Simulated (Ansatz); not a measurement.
The system is SnO2.

```
Sn O
1.0
    -5.37331    5.37331    1.61623
     5.37331   -5.37331    1.61623
     5.37331    5.37331   -1.61623
Sn O
4 8
Direct
  0.35108 0.83107 0.18214
  0.83107 0.64892 0.47999
  0.16893 0.35108 0.52001
  0.64892 0.16893 0.81786
  0.20560 0.15493 0.36053
  0.84507 0.20560 0.05067
  0.79440 0.84507 0.63947
  0.15493 0.79440 0.94933
  0.16104 0.54296 0.70400
  0.54296 0.83896 0.38192
  0.45704 0.16104 0.61808
  0.83896 0.45704 0.29600
```

Measurements of this composition are mostly on another form, of space group No. 136.

| Item | Value |
| --- | --- |
| Program | Ansatz 0.2.0 |
| Task | relaxation of cell and atoms |
| Functional | PBE |
| Potentials or basis | Ansatz PAW |
| Cutoff | 420 eV (not typed: the program's choice for these potentials) |
| k mesh | 9 × 9 × 9 |
| Occupations | fermi-dirac, width 0.05 eV |
| Spin | no spin polarisation |

At the start: volume 15.55 Å³/atom.

Where does the relaxation end?

It ends after 8 steps and the volume is 15.71 Å³/atom (+1.0 %); space group I4/m (No. 87, to 0.05 Å).

Step by step:
```
step  energy change (eV)  largest force (eV/Å)  volume (Å³)
   1              0.0000                0.2517       186.66
   2             -0.0174                0.0608       187.67
   3             -0.0167                0.0530       188.37
   4             -0.0184                0.0180       188.34
   5             -0.0184                0.0022       188.34
   6             -0.0260                0.0023       188.34
   7             -0.0254                0.0017       188.49
   8             -0.0261                0.0016       188.49
```

Final structure:
```cif
data_structure
_symmetry_space_group_name_H-M 'P 1'
_symmetry_Int_Tables_number 1
_cell_length_a 7.8096
_cell_length_b 7.8096
_cell_length_c 7.8096
_cell_angle_alpha 92.449
_cell_angle_beta 92.449
_cell_angle_gamma 156.142
_cell_volume 188.49
loop_
_atom_site_label
_atom_site_type_symbol
_atom_site_fract_x
_atom_site_fract_y
_atom_site_fract_z
_atom_site_occupancy
Sn1 Sn 0.34942 0.83396 0.18339 1
Sn2 Sn 0.83396 0.65058 0.48454 1
Sn3 Sn 0.16604 0.34942 0.51546 1
Sn4 Sn 0.65058 0.16604 0.81661 1
O1 O 0.20975 0.15624 0.36599 1
O2 O 0.84376 0.20975 0.05351 1
O3 O 0.79025 0.84376 0.63401 1
O4 O 0.15624 0.79025 0.94649 1
O5 O 0.16048 0.54127 0.70175 1
O6 O 0.54127 0.83952 0.38079 1
O7 O 0.45873 0.16048 0.61921 1
O8 O 0.83952 0.45873 0.29825 1
```

Caveat: the plane-wave basis is chosen anew once the cell has moved, so the energies of steps on either side of that aren't comparable; the pressure holds a Pulay correction of +0.7 GPa for the finite cutoff.
